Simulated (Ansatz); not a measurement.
# ScAl: vibrational free energy, entropy and heat capacity

Theory: DFT PBEsol, scalar-relativistic, plane waves, PAW (Ansatz 0.2.0). Plane waves to 420 eV; Γ-centred k mesh 12×12×12; Fermi-Dirac smearing of 0.15 eV. No spin polarisation. Phonons by linear response, acoustic sum rule imposed.

Relaxed structure:
```
Sc Al
1.0
     3.34789    0.00000    0.00000
     0.00000    3.34789    0.00000
     0.00000    0.00000    3.34789
Sc Al
1 1
Direct
  0.50000 0.50000 0.50000
  0.00000 0.00000 0.00000
```

In a metal, frequencies and elastic constants depend on the k mesh and the smearing, soft modes and shear constants most. The q mesh is coarse, so values between its points are rough.

Force constants from linear response on a 2×2×2 q mesh, interpolated to a fine mesh.

Question: How much zero-point energy does an atom carry?

Answer: 40.1 meV.

Question: How large are the vibrational entropy and heat capacity at 300 K?

Answer: S = 3.32 k_B and C_V = 2.72 k_B per atom, 91 % of the Dulong–Petit value.

Question: Tabulate them against temperature.

Answer:
```tsv
T (K)	F_vib (meV/atom)	S (k_B/atom)	C_V (k_B/atom)
100	37.5	0.89	1.48
200	23.7	2.27	2.42
300	-0.7	3.32	2.72
400	-32.9	4.12	2.84
500	-71.3	4.76	2.89
600	-114.7	5.29	2.92
700	-162.3	5.75	2.94
800	-213.5	6.14	2.96
900	-268.0	6.49	2.97
1000	-325.2	6.80	2.97
```

Whether ScAl exists in this form wasn't checked.

Cost: 1 run of about 1.9 core-minutes, on Intel Xeon Platinum 8488C (Sapphire Rapids) (shared hosts).